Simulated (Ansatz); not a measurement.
Input of an Ansatz 0.2.0 run:

input.yaml

```yaml
crystal:
  lattice:
    - [0.0, 2.9165, 2.9165]
    - [2.9165, 0.0, 2.9165]
    - [2.9165, 2.9165, 0.0]
  atoms:
    - { symbol: Cd, position: [0.0, 0.0, 0.0] }
    - { symbol: S, position: [0.75, 0.75, 0.75] }
hamiltonian:
  xc: revpbe
  pseudopotentials: { kind: paw }
kpoints:
  mp_grid: { grid: [8, 8, 8] }
  band_path:
    path:
      - [[0.0, 0.0, 0.0], [0.5, 0.0, 0.5], [0.5, 0.25, 0.75], [0.375, 0.375, 0.75], [0.0, 0.0, 0.0], [0.5, 0.5, 0.5], [0.625, 0.25, 0.625], [0.5, 0.25, 0.75], [0.5, 0.5, 0.5], [0.375, 0.375, 0.75]]
      - [[0.625, 0.25, 0.625], [0.5, 0.0, 0.5]]
    npoints: 14
scf:
  occupations: { method: fermi_dirac, width: 0.05 }
  n_extra_bands: 6
output:
  forces: true
  stress: true
  eigenvalues: true
  fatbands: false
  write_density: true
  write_potential: true
  elf: true
  volumetric_format: npy
```

Potentials or basis: Ansatz PAW.

The run is started by

```sh
$ ansatz run input.yaml --threads 2 --pin off --max-ram 5632MiB --backend cpu --events-out ev --progress --plain --runs-dir out
```

Q: Estimate the band gap on the k mesh.

A: 1.28 eV, direct.

Q: Predict the band gap along the path.

A: 1.28 eV, direct.

Q: Predict the pressure.

A: 4.5 GPa.

Levels at the corners of the path, in eV from the valence-band top:
```csv
point,band 9,band 10,band 11,band 12,band 13,band 14,band 15,band 16,band 17,band 18
Γ,-7.24,-7.24,0.00,0.00,0.00,1.28,6.59,6.59,6.59,11.39
X,-7.16,-6.79,-3.91,-1.86,-1.86,3.70,4.43,9.35,10.87,10.87
W,-7.23,-6.61,-3.86,-2.23,-2.16,5.47,5.55,7.33,8.18,11.19
K,-7.20,-6.66,-3.90,-2.49,-1.51,4.35,5.52,8.62,9.07,9.69
Γ,-7.24,-7.24,0.00,0.00,0.00,1.28,6.59,6.59,6.59,11.39
L,-7.20,-6.86,-4.35,-0.75,-0.75,3.12,7.06,7.06,7.62,11.23
U,-7.20,-6.66,-3.90,-2.49,-1.51,4.35,5.52,8.62,9.07,9.69
W,-7.23,-6.61,-3.86,-2.23,-2.16,5.47,5.55,7.33,8.18,11.19
L,-7.20,-6.86,-4.35,-0.75,-0.75,3.12,7.06,7.06,7.62,11.23
K,-7.20,-6.66,-3.90,-2.49,-1.51,4.35,5.52,8.62,9.07,9.69
U,-7.20,-6.66,-3.90,-2.49,-1.51,4.35,5.52,8.62,9.07,9.69
X,-7.16,-6.79,-3.91,-1.86,-1.86,3.70,4.43,9.35,10.87,10.87
```

Caveat: the PAW data sets come from PBE, with cores solved anew for the run's functional, which leaves a small shift of forces and pressure. As with any semilocal functional, this revPBE gap is likely too small.
